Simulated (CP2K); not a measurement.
## ZrN: equation of state with LDA

The system is ZrN.

```
CELL_PARAMETERS angstrom
3.25269 0.00000 0.00000
1.62635 2.81691 0.00000
1.62635 0.93897 2.65581
ATOMIC_POSITIONS crystal
Zr 0.50000 0.50000 0.50000
N 0.00000 0.00000 0.00000
```

- Program: CP2K 2026.2
- Task: equation of state
- Functional: LDA
- Potentials or basis: GTH_POTENTIALS Zr GTH-PADE-q12, N GTH-PADE-q5; TZVP-MOLOPT-PBE-GTH basis
- Density cutoff: 6123 eV
- k mesh: 10 × 10 × 10
- Occupations: fermi-dirac, width 0.05 eV
- Spin: no spin polarisation
- SCF solver: diagonalisation with k points
- Quickstep method: GPW
- EPS_DEFAULT: 1.0E-9
- EPS_SCF: 1.0E-6
- MAX_SCF: 100
- SCF_GUESS: ATOMIC
- k points reduced by the point group: yes
- Mesh centred on Gamma: yes
- CHOLESKY: OFF
- EPS_EIGVAL: 1.0E-7
- MIXING METHOD: BROYDEN_MIXING
- MIXING ALPHA: 0.4
- NBUFFER: 8
- NGRIDS: 4
- Basis sets: Zr TZVP-MOLOPT-PBE-GTH-q12, N TZVP-MOLOPT-PBE-GTH-q5
- Potentials: Zr GTH-PADE-q12 of GTH_POTENTIALS, N GTH-PADE-q5 of GTH_POTENTIALS
- ADDED_MOS: [13]
- REL_CUTOFF (Ry): 60 Ry
- MIXING BETA (1/bohr): 1.5 1/bohr
- CUTOFF of the grids: 450 Ry

```yaml
Equilibrium_volume: 11.56 Å³/atom
Bulk_modulus: 285 GPa
Pressure_derivative_of_the_bulk_modulus: 4.3
```

Energy against volume, from the lowest point:
| volume (Å³/atom) | energy (meV/atom) |
| --- | --- |
| 11.437 | 0.00 |
| 11.680 | 0.03 |
| 11.924 | 8.67 |
| 12.167 | 25.03 |
| 12.410 | 48.29 |
| 12.654 | 77.71 |
| 12.897 | 112.62 |

All runs of the series together: 9.6 min on 2 threads of Arm Neoverse V2, with other jobs on the host.

Caveat: the basis of atomic orbitals isn't converged, which shifts pressures, moduli and gaps. LDA usually gives volumes a few per cent too small.
